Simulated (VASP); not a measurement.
A run of VASP 6.6.1 is set up as follows.

File INCAR:

```
ALGO = Normal ; EDIFF = 1E-7
EDIFFG = -0.002 ; ENCUT = 520
GGA = PE ; IBRION = 2
ISIF = 3 ; ISMEAR = 0
LASPH = T ; LCHARG = F
LREAL = F ; LWAVE = F
NELM = 60 ; NSW = 80
PREC = Accurate ; PSTRESS = 350.0
SIGMA = 0.02
```

The input KPOINTS:

```
k-points
0
Gamma
  8 8 8
```

POSCAR

```
CaO                                     
1.0
    0.0000000000      2.2557894309      2.2557894309
    2.2557894309     -0.0000000000      2.2557894309
    2.2557894309      2.2557894309      0.0000000000
  Ca              O             
     1     1
Direct
     0.0000000000000000    0.0000000000000000    0.0000000000000000
     0.5000000000000000    0.5000000000000000    0.5000000000000000
```

Potentials or basis: VASP PAW PBE potentials, release 64 (Ca_sv, O).

Command:

```console
$ cat potpaw_PBE.64/Ca_sv/POTCAR potpaw_PBE.64/O/POTCAR > POTCAR
$ mpirun -np 1 vasp_std > vasp.out
```

Problem. What does it give for the band gap on the k mesh?

Solution. 3.48 eV, indirect (least direct gap 3.78 eV).

Problem. What does it give for the space group after relaxing (to 0.05 Å)?

Solution. Fm-3m (No. 225).

Problem. What does it give for the relaxed cell?

Solution. a = 3.191 Å, b = 3.191 Å, c = 3.191 Å, α = 60.00°, β = 60.00°, γ = 60.00°.

Final structure:
```xyz
2
Lattice="0.0000 2.2562 2.2562 2.2562 0.0000 2.2562 2.2562 2.2562 0.0000" Properties=species:S:1:pos:R:3 pbc="T T T"
Ca    0.0000    0.0000    0.0000
O     2.2562    2.2562    2.2562
```

Caveat: the cell is relaxed towards a set pressure, so the enthalpy falls and the energy may rise. A k mesh can miss the band edges.
